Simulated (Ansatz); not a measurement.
## The unslipped end of a generalised stacking fault on (110) of a KCl-RbCl solid solution (80 atoms): geometry optimisation

Wanted: the relaxed structure of the unslipped end of a generalised stacking fault on (110) of a KCl-RbCl solid solution (80 atoms) and its electronic structure.

Program: Ansatz 0.2.0. Level of theory: Kohn-Sham DFT, PBE, PAW (set soft_2), plane waves. Results are calculated unless marked as measured.

### Step 1. Set-up

The cell holds 80 atoms: 13 Rb, 40 Cl and 27 K. Cell: a = 7.339 Å, b = 10.379 Å, c = 26.049 Å, α = 90.0°, β = 90.0°, γ = 90.0°. It derives from KCl and RbCl. CsCl-type KCl lattice (a = 3.6697 Å, the value set for the mixture), cell with z along [110], 2 x 2 x 5 periods; the third cell vector is tilted by 0.000 of [001] and lengthened by 0.1 Å, so the stacking has no slip; displaced by a Gaussian of 0.01 Å; 13 of 40 K sites given to Rb at random (lattice constant by Vegard's rule between KCl and RbCl).

What the set-up can't give: Atoms were free to move along the slip, so the relaxation can undo part or all of it. The host structure and its lattice constant were typed by rule, without a check against the phase diagram.

### Step 2. Single point at the start

A single point comes first, to see the forces before anything moves.

File input.yaml:

```yaml
crystal:
  lattice:
    - [7.3394, 0.0, 0.0]
    - [0.0, 10.37948, 0.0]
    - [0.0, 0.0, 26.0487]
  atoms:
    - { symbol: Rb, position: [0.99915, 0.00092, 0.99566] }
    - { symbol: Cl, position: [0.24938, 0.00062, 0.09925] }
    - { symbol: K, position: [0.50061, 0.99894, 0.99608] }
    - { symbol: Cl, position: [0.75145, 0.9991, 0.09992] }
    [... 70 atom lines left out ...]
    - { symbol: K, position: [0.50105, 0.24925, 0.89615] }
    - { symbol: Cl, position: [0.74917, 0.2492, 0.99604] }
    - { symbol: K, position: [0.00091, 0.74971, 0.89558] }
    - { symbol: Cl, position: [0.249, 0.74949, 0.99572] }
    - { symbol: Rb, position: [0.50161, 0.75033, 0.89632] }
    - { symbol: Cl, position: [0.7523, 0.75161, 0.99571] }
kpoints:
  mp_grid: { grid: [2, 1, 1] }
hamiltonian:
  xc: pbe
scf:
  occupations: { method: gaussian, width: 0.025 }
output:
  forces: true
  stress: true
  populations: true
  dos:
    method: { smearing: { sigma: 0.08 } }
    de: 0.1
    projected: { site_lists: { Cl: [Cl], K: [K], Rb: [Rb] } }
  eigenvalues: true
```

On the command line:

```
$ ansatz run input.yaml --threads 8 --pin off --max-ram 15872MiB --backend cpu --events-out ev --progress --plain --runs-dir out
```

Run time: 34 s. Hardware: 8 threads of Arm Neoverse V2, shared host; peak memory 6.8 GiB; 4.4 min of CPU time.

Read from the output:

* free energy: -127321.7716 eV
* free energy per atom: -1591.5221 eV/atom
* SCF cycles: 6
* pressure: 4.845 GPa
* r.m.s. force component: 0.1018 eV/Å
* longest force: 0.3584 eV/Å
* Fermi energy: 6.466 eV
* gap (highest filled to lowest empty level): 5.572 eV
* spilling of the projection: 0.004337

The r.m.s. force component of 0.10 eV/Å and the pressure of 4.8 GPa set the starting point.

Length of the force by element:

```
element  coordination  atoms  mean length of the force (eV/Å)  spread   least   most
     Cl           all     40                            0.231  0.0642   0.123  0.358
      K           all     27                           0.0551  0.0282  0.0071  0.119
     Rb           all     13                           0.0684  0.0452  0.0237  0.189
```

### Step 3. Relaxation

The atoms are relaxed in the fixed cell, aiming at the force tolerance of the input.

input.yaml, the sections that differ from step 2:

```yaml
output:
  forces: true
relax:
  f_tol: 0.05
  max_steps: 98
# crystal, kpoints, hamiltonian, scf: as in step 2
```

It took 43 s on 8 threads; peak memory 6.8 GiB; 5.6 min of CPU time.

Relaxation path:

```
step  energy less that of the first step (eV)  largest force component (eV/Å)
   1                                   0.0000                          0.3002
   2                                  -0.3008                          0.1148
   3                                  -0.3347                          0.0109
```

The atoms that moved most (Å):

```
atom      dx      dy      dz  length
Cl70  -0.036  -0.044   0.131   0.143
Cl80  -0.020  -0.049   0.094   0.108
Cl72   0.010  -0.022   0.101   0.104
Cl78   0.012  -0.028   0.094   0.098
Cl60  -0.029  -0.070   0.060   0.097
Cl16   0.043   0.039  -0.073   0.093
  K7   0.019   0.002   0.087   0.089
Cl26   0.032   0.058  -0.059   0.089
```

The relaxation changed the energy by -4.18 meV/atom, and atoms moved by 0.06 Å r.m.s., 0.14 Å at most.

### Step 4. Local order after relaxation

Bonds before and after, by the cutoffs listed below:

```
 pair  bonds before  bonds after  mean before (Å)  mean after (Å)  spread before (Å)  spread after (Å)
 Cl-K           216          216            3.183           3.168              0.024             0.024
Cl-Rb           104          104            3.181           3.212              0.020             0.016
```

Density 3.00 g/cm³, 24.80 Å³ an atom.

Pair distribution functions g(r), in bins of 0.2 Å:

```csv
r (Å),total,Cl-Cl,Cl-K,Cl-Rb,K-K,K-Rb,Rb-Rb
3.10,5.35,0.00,14.20,3.46,0.00,0.00,0.00
3.30,2.44,0.00,1.54,11.80,0.00,0.00,0.00
3.50,0.23,0.93,0.00,0.00,0.00,0.00,0.00
3.70,4.12,7.73,0.00,0.00,8.51,9.29,7.62
3.90,0.03,0.14,0.00,0.00,0.00,0.00,0.00
4.10,0.00,0.00,0.00,0.00,0.00,0.00,0.00
4.30,0.00,0.00,0.00,0.00,0.00,0.00,0.00
4.50,0.00,0.00,0.00,0.00,0.00,0.00,0.00
4.70,0.00,0.00,0.00,0.00,0.00,0.00,0.00
4.90,0.00,0.00,0.00,0.00,0.00,0.00,0.00
5.10,2.58,4.69,0.00,0.00,6.40,5.65,2.44
5.30,1.81,4.09,0.00,0.00,2.38,3.21,6.15
5.50,0.00,0.00,0.00,0.00,0.00,0.00,0.00
5.70,0.00,0.00,0.00,0.00,0.00,0.00,0.00
5.90,0.00,0.00,0.00,0.00,0.00,0.00,0.00
6.10,6.37,0.00,12.75,12.77,0.00,0.00,0.00
6.30,1.65,2.85,0.04,0.00,3.33,4.77,0.92
6.50,0.31,1.04,0.00,0.00,0.10,0.11,0.91
6.70,0.00,0.00,0.00,0.00,0.00,0.00,0.00
6.90,0.00,0.00,0.00,0.00,0.00,0.00,0.00
7.10,0.00,0.00,0.00,0.00,0.00,0.00,0.00
7.30,1.04,1.95,0.00,0.00,2.62,1.33,4.00
7.50,0.06,0.25,0.00,0.00,0.00,0.00,0.00
7.70,0.00,0.00,0.00,0.00,0.00,0.00,0.00
7.90,1.63,0.00,2.97,3.88,0.00,0.00,0.00
```

Bonds by pair of elements; cutoffs follow the first minimum of g(r), held within bounds set by covalent radii, and pairs that aren't listed don't count as bonded:

```
pair A-B  cutoff (Å)  bonds  mean length (Å)  spread (Å)  shortest (Å)  B about A  A about B
    Cl-K        3.62    216             3.17       0.024          3.12        5.4          8
   Cl-Rb        3.62    104             3.21       0.016          3.18        2.6          8
```

How many atoms have how many bonded neighbours:

| element | mean | 8 |
| --- | --- | --- |
| Cl | 8 | 40 |
| K | 8 | 27 |
| Rb | 8 | 13 |

Bond angles, per cent of each kind in bins of 5°:

| angle (°) | Cl-K-Cl | K-Cl-Rb | K-Cl-K | Cl-Rb-Cl | Rb-Cl-Rb |
| --- | --- | --- | --- | --- | --- |
| 65–70 | 13.9 | 13.0 | 0.4 | 13.2 | 37.3 |
| 70–75 | 29.0 | 29.8 | 42.5 | 29.7 | 5.9 |
| 75–80 | 0.0 | 0.0 | 0.0 | 0.0 | 0.0 |
| 80–85 | 0.0 | 0.0 | 0.0 | 0.0 | 0.0 |
| 85–90 | 0.0 | 0.0 | 0.0 | 0.0 | 0.0 |
| 90–95 | 0.0 | 0.0 | 0.0 | 0.0 | 0.0 |
| 95–100 | 0.0 | 0.0 | 0.0 | 0.0 | 0.0 |
| 100–105 | 0.0 | 0.0 | 0.0 | 0.0 | 0.0 |
| 105–110 | 27.6 | 34.2 | 23.1 | 28.8 | 47.1 |
| 110–115 | 15.2 | 6.3 | 21.1 | 14.0 | 2.0 |
| 115–120 | 0.0 | 0.0 | 0.0 | 0.0 | 0.0 |
| 120–125 | 0.0 | 0.0 | 0.0 | 0.0 | 0.0 |
| 125–130 | 0.0 | 0.0 | 0.0 | 0.0 | 0.0 |
| 130–135 | 0.0 | 0.0 | 0.0 | 0.0 | 0.0 |
| 135–140 | 0.0 | 0.0 | 0.0 | 0.0 | 0.0 |
| 140–145 | 0.0 | 0.0 | 0.0 | 0.0 | 0.0 |
| 145–150 | 0.0 | 0.0 | 0.0 | 0.0 | 0.0 |
| 150–155 | 0.0 | 0.0 | 0.0 | 0.0 | 0.0 |
| 155–160 | 0.0 | 0.0 | 0.0 | 0.0 | 0.0 |
| 160–165 | 0.0 | 0.0 | 0.0 | 0.0 | 0.0 |
| 165–170 | 0.0 | 0.0 | 0.0 | 0.0 | 0.0 |
| 170–175 | 0.0 | 0.0 | 0.0 | 0.0 | 0.0 |
| 175–180 | 14.3 | 16.8 | 13.0 | 14.3 | 7.8 |

Bond angles (no mean is given where the spread exceeds 20°):

```
   angle  count  mean (°)  spread (°)
 Cl-K-Cl    756         -           -
 K-Cl-Rb    524         -           -
  K-Cl-K    494         -           -
Cl-Rb-Cl    364         -           -
Rb-Cl-Rb    102         -           -
```

With the cutoffs above, all Cl atoms have 8, all K atoms have 8 and all Rb atoms have 8 bonded neighbours.

### Step 5. Single point at the relaxed geometry

One more single point at the end of the walk gives the fuller output and checks the residual forces.

File input.yaml:

```yaml
crystal:
  lattice:
    - [7.3394, 0.0, 0.0]
    - [0.0, 10.37948, 0.0]
    - [0.0, 0.0, 26.0487]
  atoms:
    - { symbol: Rb, position: [0.00012, 0.99976, 0.99747] }
    - { symbol: Cl, position: [0.24778, 0.99715, 0.09757] }
    - { symbol: K, position: [0.5001, 0.99981, 0.998] }
    - { symbol: Cl, position: [0.75282, 0.99713, 0.0976] }
    [... 70 atom lines left out ...]
    - { symbol: K, position: [0.50008, 0.24943, 0.89879] }
    - { symbol: Cl, position: [0.74969, 0.25245, 0.99718] }
    - { symbol: K, position: [0.00015, 0.75045, 0.8989] }
    - { symbol: Cl, position: [0.25057, 0.74681, 0.99932] }
    - { symbol: Rb, position: [0.50013, 0.74979, 0.89887] }
    - { symbol: Cl, position: [0.7496, 0.74685, 0.99933] }
kpoints:
  mp_grid: { grid: [2, 1, 1] }
hamiltonian:
  xc: pbe
scf:
  occupations: { method: gaussian, width: 0.025 }
output:
  forces: true
  stress: true
  populations: true
  dos:
    method: { smearing: { sigma: 0.1 } }
    de: 0.1
    projected: { site_lists: { Cl: [Cl], K: [K], Rb: [Rb] } }
  eigenvalues: true
  write_density: true
  write_potential: true
  volumetric_format: npy
```

Wall time 36 s (8 threads); peak memory 6.8 GiB.

The run gave:

| Property | Result |
| --- | --- |
| free energy | -127322.1063 eV |
| free energy per atom | -1591.5263 eV/atom |
| SCF cycles | 6 |
| pressure | 4.754 GPa |
| r.m.s. force component | 0.00302 eV/Å |
| longest force | 0.01083 eV/Å |
| Fermi energy | 6.477 eV |
| gap (highest filled to lowest empty level) | 5.586 eV |
| spilling of the projection | 0.004333 |

Löwdin charges by element (they lack the spilled electrons, 0.035 e an atom on average):

```csv
element,coordination,atoms,mean charge (e),spread,least,most
Cl,all,40,-0.699,5.0e-4,-0.700,-0.698
K,all,27,0.754,0.0055,0.743,0.762
Rb,all,13,0.798,0.0052,0.788,0.805
```

Density of states as counts of states in windows of 1 eV (from the Fermi level), total and the larger projections:

```
from (eV)  to (eV)  total   Cl p  Cl s  Rb p   K p
      -18      -16    0.0    0.0   0.0   0.0   0.0
      -16      -15   79.8    0.2  67.5   0.7   6.4
      -15      -14   97.0    0.8   2.9   0.2  93.0
      -14      -13   65.2    0.3   4.0   0.1  60.8
      -13      -12    0.0    0.0   0.0   0.0   0.0
      -12      -11   74.3    1.3   1.0  71.5   0.3
      -11      -10    3.7    0.0   0.0   3.6   0.0
      -10       -6    0.0    0.0   0.0   0.0   0.0
       -6       -5    0.4    0.3   0.0   0.0   0.0
       -5       -4   85.3   79.2   0.2   0.7   0.7
       -4       -3  136.5  131.9   0.2   0.9   0.6
       -3       -2   17.9   17.7   0.0   0.0   0.0
       -2        2    0.0    0.0   0.0   0.0   0.0
        2        3    1.0    0.0   0.2   0.0   0.0
        3        4   16.4    0.2   0.4   0.0   0.0
        4        5   63.3    1.5   1.6   0.1   0.1
```

The stored curve holds about 560 of the 640 electrons; the rest, give or take the few that broadening carries across the Fermi level, lie in deeper levels below its range.

The levels nearest the highest filled one (over half full), pooled over k-points and spins:

| level less the highest filled one (eV) | occupation |
| --- | --- |
| -0.0746 | 2 |
| -0.0647 | 2 |
| -0.0594 | 2 |
| -0.054 | 2 |
| -0.0469 | 2 |
| 0 | 2 |
| 5.59 | 0 |
| 6.09 | 0 |
| 6.11 | 0 |
| 6.21 | 0 |
| 6.22 | 0 |
| 6.24 | 0 |

Mean Löwdin charges: Cl -0.70, K +0.75, Rb +0.80 e (they miss 0.43 % of the electrons, so they add up to more than the cell's charge).

### Step 6. Summary of results

| Property | Result |
| --- | --- |
| energy change in the relaxation | -4.184 meV/atom |
| r.m.s. displacement | 0.06 Å |
| largest displacement | 0.143 Å |
| free energy per atom | -1591.5263 eV/atom |
| density | 3 g/cm³ |
| pressure | 4.754 GPa |
| r.m.s. force component | 0.00302 eV/Å |
| gap (highest filled to lowest empty level) | 5.586 eV |
| wall time of the 3 DFT runs | 1.9 min |

What this shows: Relaxation lowers the energy by 4.18 meV/atom and moves atoms by 0.06 Å r.m.s.; the r.m.s. force component goes from 0.10 to 0.0030 eV/Å, the pressure goes from 4.8 to 4.8 GPa, and the gap from 5.57 to 5.59 eV. By the final cutoffs no bond was broken or made. First to last step the energy falls by 0.335 eV; the largest move, 0.14 Å, is that of Cl70. The Cl-Rb bonds change most in mean length: from 3.181 Å (spread 0.020) to 3.212 Å (spread 0.016). With the cutoffs above, all Cl atoms have 8, all K atoms have 8 and all Rb atoms have 8 bonded neighbours. Between filled and empty levels lie 5.59 eV on the run's k-points; the mesh holds the band edges only if they fold onto it, so the gap at this level can be narrower or closed, while semilocal functionals tend to narrow gaps against experiment.

**Limits.** Atoms were free to move along the slip, so the relaxation can undo part or all of it. The pressure of 4.8 GPa shows the cell to be compressed for this functional.

[Logs are printed without paths, hosts, clocks, repeated set-up lines and the standing remarks that a program may print on its own settings, such as how far it seeks lower states.]

[Hosts, paths, dates, database ids (printed as entryN), source tags and the programs' standing remarks are cut or masked in the printed files.]
